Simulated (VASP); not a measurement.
Write the native input for VASP 6.6.1 that does the following.

- Task: relaxation of cell and atoms
- Functional: r2SCAN
- Dispersion: D3(BJ)
- Potentials or basis: VASP PAW PBE potentials, release 64 (Co, O)
- Cutoff: 600 eV
- k mesh: 10 × 10 × 10
- Occupations: gaussian, width 0.05 eV
- Spin: collinear spin, ferromagnetic start
- Starting moments: [2.0, 0.0] μB
- Further INCAR settings: ALGO = Normal; EDIFF = 1e-06; IBRION = 2; EDIFFG = -0.01; NSW = 40; ISIF = 3

The structure of CoO lies in POSCAR:

```
CoO
1.0
    2.5705263100      0.0000000000      0.0000000000
    0.0000000000      2.5705263100      0.0000000000
    0.0000000000      0.0000000000      2.5705263100
Co O
1 1
Direct
    0.0000000000      0.0000000000      0.0000000000
    0.5000000000      0.5000000000      0.5000000000
```

Measurements of this composition are mostly on another form, of space group No. 225.

One way to write it, as run:

INCAR

```
ALGO = Normal
EDIFF = 1E-6
EDIFFG = -0.01
ENCUT = 600
IBRION = 2
ISIF = 3
ISMEAR = 0
ISPIN = 2
IVDW = 12
LASPH = T
LCHARG = F
LMAXMIX = 4
LMIXTAU = T
LORBIT = 11
LREAL = F
LWAVE = F
MAGMOM = 2 0
METAGGA = R2SCAN
NELM = 100
NSW = 40
PREC = Accurate
SIGMA = 0.05
VDW_A1 = 0.49484001
VDW_A2 = 5.73083694
VDW_S6 = 1.0
VDW_S8 = 0.78981345
```

KPOINTS

```
k-points
0
Gamma
  10 10 10
```

Potentials or basis: VASP PAW PBE potentials, release 64 (Co, O).

Run with:

```console
$ cat potpaw_PBE.64/Co/POTCAR potpaw_PBE.64/O/POTCAR > POTCAR
$ mpirun -np 1 vasp_std > vasp.out
```

It gave:

The relaxed volume is 8.83 Å³/atom, the relaxed cell is a = 2.604 Å, b = 2.604 Å, c = 2.604 Å, α = 90.00°, β = 90.00°, γ = 90.00° and the space group after relaxing (to 0.05 Å) is Pm-3m (No. 221). The energy gained by relaxing is 9.2 meV/atom and the ionic steps are 3. The pressure after relaxing is 0.1 GPa, the band gap on the k mesh is 0.69 eV, indirect (least direct gap 0.73 eV) and the net moment is 3.00 μB per cell. The site moments are Co +2.63; O +0.34 μB and the valence electrons inside the program's atomic spheres are Co 7.76; O 5.01. The dispersion energy per atom is -0.115 eV.

Caveat: the PAW data sets were made with another functional, which shifts forces and pressure a little; a cell with one magnetic atom can't hold antiferromagnetic order, which such compounds often take.

Wall time 2.5 min on 1 thread of Intel(R) Xeon(R) Platinum 8488C (Sapphire Rapids), on a shared host, peak memory 0.19 GiB.
